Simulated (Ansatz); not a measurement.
# CsBr under changes of volume

One of the cells (40.468 Å³/atom); the others are scaled copies at fixed shape and fractional positions:

```
CELL_PARAMETERS angstrom
4.32562 0.00000 0.00000
0.00000 4.32562 0.00000
0.00000 0.00000 4.32562
ATOMIC_POSITIONS crystal
Cs 0.00000 0.00000 0.00000
Br 0.50000 0.50000 0.50000
```

The cell comes from a database or a generator and needn't be the stable form of this composition.

| Item | Value |
| --- | --- |
| Program | Ansatz 0.2.0 |
| Functional | PBE |
| Potentials or basis | Ansatz PAW |
| Cutoff | 420 eV (not typed: the program's choice for these potentials) |
| k mesh | 6 × 6 × 6 |
| Occupations | fermi-dirac, width 0.05 eV |
| Spin | no spin polarisation |

| volume (Å³/atom) | energy over the lowest point (meV/atom) | pressure (GPa) | gap on the mesh (eV) |
| --- | --- | --- | --- |
| 38.040 | ? | ? | ? |
| 38.850 | 12.69 | 1.3 | 4.58 |
| 39.659 | 7.11 | 0.9 | 4.50 |
| 40.468 | 3.26 | 0.6 | 4.42 |
| 41.278 | 0.94 | 0.3 | 4.34 |
| 42.087 | 0.00 | 0.1 | 4.27 |
| 42.896 | 0.27 | -0.2 | 4.20 |

What does the run at 38.040 Å³/atom give?

Energy over the lowest point 20.21 meV/atom; pressure 1.7 GPa; gap on the mesh 4.66 eV.

Worked out: A Birch-Murnaghan fit of order 3 (a polynomial in V^(-2/3)) to the other rows has its minimum at 42.30 Å³/atom with B0 = V·E''(V) = 12.2 GPa and B' = 5.1. It gives 20.22 meV/atom at 38.040 Å³/atom, against the run's 20.21, and -dE/dV = 1.7 GPa, against 1.7. A straight line through the other rows of the gap, of slope -3.85 eV per unit of ln V, extrapolates to 4.66 eV, against the run's 4.66.

Energies are extrapolated to zero smearing.

Caveats: spin-orbit coupling is left out, which moves the levels of the heavy elements.
